The band gap on mesh is the energy from the highest filled to the lowest empty state among the sampled crystal momenta, even if the two states differ in momentum. The volume per atom was set in steps from compressed to stretched, and the bands come from PBEsol without spin-orbit coupling.

Zincblende GaSb (F-43m, 2 atoms in the cell) at scaled volumes of the relaxed cell, which has a conventional a of 6.111 Å. Computed with Ansatz 0.2.0 using PBEsol and plane-wave PAW, scalar-relativistic and without spin polarisation, with a 420 eV cutoff, a 12×12×12 k mesh and Gaussian smearing of 0.1 eV. Positive pressure means compression.

| volume per atom (Å³/atom) | pressure (GPa) | band gap on mesh (eV) |
| --- | --- | --- |
| 25.106 | 8.94 | 0.596 |
| 25.962 | 6.09 | 0.563 |
| 26.818 | 3.69 | 0.451 |
| 27.674 | 1.68 | 0.220 |
| 28.530 | 0.00 | 0.000 |
| 29.385 | -1.42 | 0.000 |
| 30.241 | -2.62 | 0.000 |
| 31.383 | -3.92 | 0.000 |

**25.106 and 25.962 Å³: the gap barely responds.** Between the two most compressed rows the pressure changes by almost 3 GPa, yet the gap changes by only 0.033 eV. A tempting reason is that the crystal stiffens: each further GPa shortens the bonds less, so the gap should level off. The rival reason is that the lowest empty state has moved to another momentum, where energies respond less to the bond length.

The smallest direct gap, taken between states of equal momentum, separates the two. It changes by 0.257 eV over the same step, nearly eight times as much as the printed gap. Stiffening does act on it: its rise per GPa in this step is 70 % of that in the step next to equilibrium. For the printed gap the same ratio is 9 %, so stiffening alone cannot account for the levelling. The levelling also appears at equal steps in volume, where stiffening plays no part: the printed gap gains 0.220 eV in the step next to equilibrium and 0.033 eV in this one.

The band edges show what happens instead. In the three rows whose band edges are at hand, the highest filled state lies at Γ, the point of zero crystal momentum. The lowest empty state lies at Γ at 27.674 Å³, at L (along the cube diagonal) at 25.962 Å³, and near X (along a cube axis) at 25.106 Å³. That last point is not a symmetry point, so the mesh can miss the bottom of the valley and the gap of the top row is an upper bound. The printed gap always follows the lowest of these valleys, so it bends each time a slower one takes over.

The valleys differ in speed because their states differ in bonding. At Γ the empty state is an s combination that is antibonding towards all four neighbours, and shorter bonds push it up strongly. At L and X it has p character mixed in and is less purely antibonding, so theory expects a weaker response. Near X the gap is even expected to shrink slightly under pressure, so the small rise between the top two rows may hide a maximum between them. The same reasoning applies to related zincblende semiconductors: a gap that is direct at Γ rises fast under pressure until a slower valley becomes the lowest, unless the crystal changes its structure first.

**26.818 and 27.674 Å³: the fast valley sets the gap.** Here the gap falls steeply with expansion. The filled state at Γ is a bonding p combination, so its distance to the antibonding s state has two parts: a fixed difference between the atomic s and p levels, which is negative because s lies lower in the atoms, and couplings between neighbours, which raise the s state and lower the p state. Such couplings grow roughly as $1/d^2$, where $d$ is the bond length. Since $d^2$ varies as $V^{2/3}$, with $V$ the volume per atom, the direct gap becomes, if Ga and Sb are given the same s level and the same p level,

$$E = C\left[(V_0/V)^{2/3} - 1\right],$$

where $V_0$ is the volume at which the two levels meet and $C$ sets the scale.

The two constants were fitted to the direct gaps at 25.106, 25.962 and 27.674 Å³, which gives $C$ = 10.68 eV and $V_0$ = 28.53 Å³. For the first two the outputs do not name the momentum of the direct gap, which is taken to be Γ. The row at 26.818 Å³ was left out and serves as a test. There $V_0/V$ is 1.064, its two-thirds power is 1.042, and 0.042 × 10.68 eV gives 0.45 eV, as the table has it. The band edges of this row are not at hand, but the agreement suggests that its gap is still the direct one at Γ.

A line in the logarithm of the volume does worse, though its misses near equilibrium are still small, as the output after this text shows. Three fitted rows do not prove the exponent, and $C$ should not be read as an atomic level difference: it is larger than the s–p spacing expected for either atom, so the formula describes the shape of the curve without deriving the size of its slope.

**28.530 Å³: the levels meet.** The printed zero hides a gap of about 0.002 eV, so at its calculated equilibrium volume the crystal sits almost exactly at closure. This is a failure of the method: real GaSb has a gap of roughly 0.8 eV. PBEsol places the empty states too low, and including spin-orbit coupling would raise the filled edge, which at this volume is expected to put it above the s level rather than to open a gap. The pressures at which the valleys change here should therefore not be carried over to the real material. The top row, at 8.94 GPa, also lies beyond the roughly 7 GPa at which real GaSb leaves the zincblende structure.

**29.385 to 31.383 Å³: zero, and it stays zero.** These rows are under tension. The fitted formula continues to negative values here, from about −0.2 to −0.7 eV, while the table prints zero throughout. A negative value would mean that the s level has sunk below the p levels.

Theory explains why no gap reopens after such an exchange. Without spin-orbit coupling, cubic symmetry keeps the three p levels at Γ at equal energy. Once the s level lies below them it takes one electron pair, which leaves two pairs for three equal levels, so filled and empty bands touch. The symmetry of the levels in these rows is not available, so the exchange is inferred from the trend under compression.

Output of the analysis:

```
fit of direct on 3 rows (known): constant -10.68 +/- 0.00014, coefficient of invd2 74.76 +/- 0.00093; rms 3.77e-06, worst 25.962 5.25e-06, leave-one-out rms 1.59e-05
  rows outside the fit (model, value, miss): 26.818 0.4506, 0.451, -0.000371; 28.53 0.0009589, 0.00215, -0.00119; 29.385 -0.2072, 0, -0.207; 30.241 -0.4056, 0, -0.406; 31.383 -0.6563, 0, -0.656
fit of direct on 3 rows (known): constant 25.1 +/- 0.2, coefficient of lnv -7.494 +/- 0.062; rms 0.0025, worst 25.962 0.00348, leave-one-out rms 0.0107
  rows outside the fit (model, value, miss): 26.818 0.4543, 0.451, 0.00325; 28.53 -0.00947, 0.00215, -0.0116; 29.385 -0.2307, 0, -0.231; 30.241 -0.4459, 0, -0.446; 31.383 -0.7237, 0, -0.724
Direct gap above printed gap at 25.106 and 25.962 (eV): 0.3548, 0.1309
Rise of direct gap per GPa, four steps from most to least compressed (eV/GPa): 0.09017, 0.1012, 0.1149, 0.1297
Rise of printed gap per GPa, same steps (eV/GPa): 0.01158, 0.04667, 0.1149, 0.131
Rise of direct gap per unit of -ln V, same steps (eV): 7.665, 7.487, 7.352, 7.151
Rise of printed gap per unit of -ln V, same steps (eV): 0.9843, 3.453, 7.352, 7.222
Direct gap, slope per GPa of most compressed step over least compressed: 0.6954
Printed gap, same ratio: 0.08842
Most that the L gap can rise from 26.818 to 25.962 (eV): 0.112
Rise of direct gap in that step (eV): 0.2429
Most that the near-X gap can rise from 25.962 to 25.106 (eV): 0.033
Rise of direct gap in that step (eV): 0.257
Signed s-p distance by the 1/d2 line in the three expanded rows (eV): -0.2072, -0.4056, -0.6563
Volume where the 1/d2 line reaches zero (A3/atom): 28.53
```
